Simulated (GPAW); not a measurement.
# InAs (F-43m) in GPAW: further runs, part 2 of 2

GPAW 26.7.0.

## 3. Fermi surface, vdW-DF-cx

run.py

```python
import json
import numpy as np
from ase.dft.bandgap import bandgap
from ase.io import write
from ase.spacegroup import crystal
from gpaw import GPAW, PW

# In 4a
# As 4c
atoms = crystal(['In', 'As'],
                basis=[[0.0, 0.0, 0.0],
                       [0.25, 0.25, 0.25]],
                spacegroup=216, setting=1,  # F-43m
                cellpar=[6.036, 6.036, 6.036, 90.0, 90.0, 90.0],
                primitive_cell=True)

calc = GPAW(mode=PW(510),
            xc={'name': 'vdW-DF-cx', 'backend': 'libvdwxc'},
            kpts={'size': (4, 4, 4), 'gamma': True},
            occupations={'name': 'fermi-dirac', 'width': 0.01},
            nbands=18,
            convergence={'density': 1e-05, 'energy': 1e-05},
            maxiter=150,
            txt='gpaw.txt')
atoms.calc = calc
energy = atoms.get_potential_energy()
forces = atoms.get_forces()
calc.write('gs.gpw')
write('result.traj', atoms)
print(f'Energy: {energy:.6f} eV')
print('Forces (eV/A):')
print(forces.round(4))
print('Fermi level:', round(calc.get_fermi_level(), 4), 'eV')
print(f'Gap: {bandgap(calc)[0]:.4f} eV, direct: {bandgap(calc, direct=True)[0]:.4f} eV')

size = (6, 6, 6)
dense = calc.fixed_density(kpts={'size': size, 'gamma': True}, update_fermi_level=True,
                           convergence={'bands': 'CBM+2.0', 'eigenstates': 1e-7}, txt='dense.txt')
ef = dense.get_fermi_level()
index = np.round(dense.get_bz_k_points() * size).astype(int) % size
recip = 2 * np.pi * atoms.cell.reciprocal()
sheets = []
for s, e_kn in enumerate(dense.eigenvalues()):
    for n in range(e_kn.shape[1] - 2):
        if e_kn[:, n].min() < ef < e_kn[:, n].max():
            e = np.empty(size)
            e[tuple(index.T)] = e_kn[dense.get_bz_to_ibz_map(), n] - ef
            de = np.array([(np.roll(e, -1, c) - np.roll(e, 1, c)) * size[c] / 2 for c in range(3)])
            v = np.linalg.norm(np.einsum('vc,cxyz->vxyz', np.linalg.inv(recip), de), axis=0)
            w = np.exp(-(e / 0.1)**2) / (0.1 * np.pi**0.5)
            sheets.append({'spin': s, 'band': n, 'filled': (e < 0).mean(), 'dos': w.mean(), 'bottom': e.min(), 'top': e.max(),
                           'velocity': (w * v).sum() / w.sum() * 1.519267e5, 'slice': e[:, :, 0].round(3).tolist()})
            print(f'spin {s} band {n}: filled share {sheets[-1]["filled"]:.3f}, from {e.min():.3f} to {e.max():.3f} eV,',
                  f'{w.mean():.3f} states/eV, mean velocity {sheets[-1]["velocity"]:.3e} m/s')
print('Fermi level on the dense mesh:', round(ef, 4), 'eV,', len(sheets), 'sheets')
json.dump({'ef': ef, 'sheets': sheets}, open('fermi.json', 'w'))
```

Potentials or basis: GPAW PAW data sets (gpaw-data 1.2.1), pw.

Launch:

```
$ OMP_NUM_THREADS=1 python run.py
```

gpaw.txt:

```text
__  _  _
 | _ |_)|_||  |
 |__||  | ||/\| - 26.7.0

Input parameters:
  mode=PW(ecut=510.0),
  convergence={'density': 1e-05, 'energy': 1e-05},
  kpts=MonkhorstPack(size=(4, 4, 4), gamma=True),
  maxiter=150,
  nbands=18,
  occupations=Occupations(name='fermi-dirac', width=0.01),
  xc=XC(name='vdW-DF-cx', backend='libvdwxc')

Diagonalizing LCAO Hamiltonian
Converting LCAO to pw mode

            As

       In

Atoms  # Å, Bohr magnetons
|   | symbol |        x |        y |        z |    initial magnetic moments |
|---|--------|----------|----------|----------|-----------------------------|
| 0 |     In | 0.000000 | 0.000000 | 0.000000 | ( 0.0000,  0.0000,  0.0000) |
| 1 |     As | 1.509000 | 1.509000 | 1.509000 | ( 0.0000,  0.0000,  0.0000) |

Unit cell  # Å
| periodic |        x |        y |        z |  lengths |    angles |
|----------|----------|----------|----------|----------|-----------|
|      yes | 0.000000 | 3.018000 | 3.018000 | 4.268097 | 60.000000 |
|      yes | 3.018000 | 0.000000 | 3.018000 | 4.268097 | 60.000000 |
|      yes | 3.018000 | 3.018000 | 0.000000 | 4.268097 | 60.000000 |

Number of symmetries: 24
Symmetry operations  # r_c * U_cc + t_c -> r_c
|    | kind |            matrix            |
|----|------|------------------------------|
|  0 |  E   |  1, 0, 0,  0, 1, 0,  0, 0, 1 |
|  1 |  σ   |  1, 0, 0,  0, 0, 1,  0, 1, 0 |
|  2 |  σ   |  1, 0,-1,  0, 1,-1,  0, 0,-1 |
|  3 |  C3  |  1, 0,-1,  0, 0,-1,  0, 1,-1 |
|  4 |  C3  |  1,-1, 0,  0,-1, 1,  0,-1, 0 |
|  5 |  σ   |  1,-1, 0,  0,-1, 0,  0,-1, 1 |
|  6 |  σ   |  0, 1, 0,  1, 0, 0,  0, 0, 1 |
|  7 |  C3  |  0, 1, 0,  0, 0, 1,  1, 0, 0 |
|  8 |  C2  |  0, 1,-1,  1, 0,-1,  0, 0,-1 |
|  9 |  S4  |  0, 1,-1,  0, 0,-1,  1, 0,-1 |
| 10 |  C3  |  0, 0, 1,  1, 0, 0,  0, 1, 0 |
| 11 |  σ   |  0, 0, 1,  0, 1, 0,  1, 0, 0 |
| 12 |  S4  |  0, 0,-1,  1, 0,-1,  0, 1,-1 |
| 13 |  C3  |  0, 0,-1,  0, 1,-1,  1, 0,-1 |
| 14 |  S4  |  0,-1, 1,  1,-1, 0,  0,-1, 0 |
| 15 |  C2  |  0,-1, 1,  0,-1, 0,  1,-1, 0 |
| 16 |  C3  |  0,-1, 0,  1,-1, 0,  0,-1, 1 |
| 17 |  S4  |  0,-1, 0,  0,-1, 1,  1,-1, 0 |
| 18 |  S4  | -1, 1, 0, -1, 0, 1, -1, 0, 0 |
| 19 |  C3  | -1, 1, 0, -1, 0, 0, -1, 0, 1 |
| 20 |  C3  | -1, 0, 1, -1, 1, 0, -1, 0, 0 |
| 21 |  S4  | -1, 0, 1, -1, 0, 0, -1, 1, 0 |
| 22 |  σ   | -1, 0, 0, -1, 1, 0, -1, 0, 1 |
| 23 |  C2  | -1, 0, 0, -1, 0, 1, -1, 1, 0 |

BZ-sampling:
  Number of BZ points: 64
  Number of IBZ points: 8

  Monkhorst-Pack size: [4, 4, 4]
  Monkhorst-Pack shift: [0.125, 0.125, 0.125]

K-points  # in reciprocal-cell coordinates
|   |                                coordinates |     weight |
|---|--------------------------------------------|------------|
| 0 | (  0.00000000,   0.00000000,   0.00000000) | 0.01562500 |
[... 64 lines left out ...]
      type: gauss
      rc: 0.33  # [Å]
      lmax: 2
    cutoffs:
      filter: 1.87  # [Å]
      core: 2.96  # [Å]
    projectors
    | kind |    occ | energy [eV] | rcut [Å] |
    |------|--------|-------------|----------|
    |   4s |  2.000 |     -14.487 |    1.058 |
    |   4p |  3.000 |      -5.196 |    1.058 |
    |    s |        |      12.725 |    1.058 |
    |    p |        |      22.016 |    1.058 |
    |    d |        |       0.000 |    1.058 |

    Using partial waves for As as LCAO basis

Reference energy: -221478.393260  # eV

eigensolver:
  PPCG
  Converge bands: occupied
  niter=2

density mixing:
  MSR1-Mixer
  Pratt-step length: 0.05
  Maximum mixing coefficient: 0.75
  Old densities: 10
  SVD Regularization: 0.005
  Good broyden scale: 1.0
  Trust region scale: 1.0
  Backstep threshold: 4.0
  History deletion threshold: 6.0
  Fourier metric: weight=20.0, sigma=0.015

occupation numbers:
  Fermi-Dirac:
    width: 0.0100  # eV

poisson solver:
  ecut: 4080.0  # eV

xc functional:
  name: vdW-DF-cx with libvdwxc
  Mode: serial
  Semilocal: GGA_X_LV_RPW86+LDA_C_PW with 2 nearest neighbor stencil
  Local blocksize: 48 x 48 x 48
  PAW datasets: PBE

convergence criteria:
- Maximum integral of absolute [dens]ity change: 1e-05 electrons / valence electron
- Maximum [total energy] change in last 3 cyles: 1e-05 eV / valence electron
- Maximum integral of absolute [eigenst]ate change: 4e-08 eV^2 / valence electron
maximum number of iterations: 150

SCF iterations
|iter     | |      energy | eigst |  dens |
|---------|-|-------------|-------|-------|
|iter:   1| |   67.692687 | -0.45 |       |
|iter:   2| |   67.743036 | -2.40 | -1.16 |
|iter:   3| |   67.930702 | -1.87 | -1.19 |
|iter:   4| |   67.930663 | -3.37 | -1.83 |
|iter:   5| |   67.930758c| -4.12 | -2.34 |
|iter:   6| |   67.930734c| -5.63 | -3.13 |
|iter:   7| |   67.930731c| -6.89 | -3.66 |
|iter:   8| |   67.930731c| -8.09c| -4.76 |
|iter:   9| |   67.930731c| -8.52c| -5.42c|

Converged in 9 steps
Energy contributions relative to reference atoms: (reference = -221478.393260)

Energy contributions:
  Kinetic:          28.300070
  Coulomb:         -25.656924
  Zero:              0.052021
  External:          0.000000
  Xc:               65.235862
  Entropy:          -0.000597
  Spinorbit:         0.000000
  ----------------------------
  Free energy:      67.930433
  Extrapolated:     67.930731

dipole moment: (-23.416809, -23.416809, -23.416809)  # |e|*Ang

Fermi level: 4.870
Eigenvalues  # (at kpt = [0.000, 0.000, 0.000])
| band index |      eig [eV] | occ [0-2] |
|------------|---------------|-----------|
|          0 |        -9.568 |     2.000 |
|        ... |               |           |
|          2 |        -9.568 |     2.000 |
|          3 |        -9.441 |     2.000 |
|          4 |        -9.441 |     2.000 |
|          5 |        -7.024 |     2.000 |
|          6 |         4.661 |     2.000 |
|          7 |         4.863 |     1.333 |
[... 8 lines left out ...]
|         16 |        15.214 |     0.000 |
|         17 |        15.214 |     0.000 |

No gap
No difference between direct/indirect transitions

Forces  # eV/Ang
|       x |        y |        z |
|---------|----------|----------|
| 0.00000 | -0.00000 | -0.00000 |  # In   0
| 0.00000 |  0.00000 | -0.00000 |  # As   1

# Writing to gs.gpw (mode='')
```

stdout:

```text
Energy: 67.930731 eV
Forces (eV/A):
[[ 0. -0. -0.]
 [ 0.  0. -0.]]
Fermi level: 4.8704 eV
Gap: 0.0000 eV, direct: 0.0000 eV
spin 0 band 9: filled share 0.005, from -0.007 to 3.333 eV, 0.026 states/eV, mean velocity 5.228e-44 m/s
Fermi level on the dense mesh: 4.8704 eV, 1 sheets
```

It took 9.2 s on 1 thread of Intel Xeon Platinum 8488C (Sapphire Rapids), shared host; peak memory 0.19 GiB.

Results:

* Free energy: 67.9304 eV
* Band gap on the k mesh: none (metal or under the smearing width)

Caveat: the k mesh is coarse (spacing up to 0.45 Å⁻¹), so the values aren't converged; the PAW data sets were made with another functional, which shifts forces and pressure a little; this crystal is a semiconductor, whose small gap the functional closes, so the metal is an error of the method.
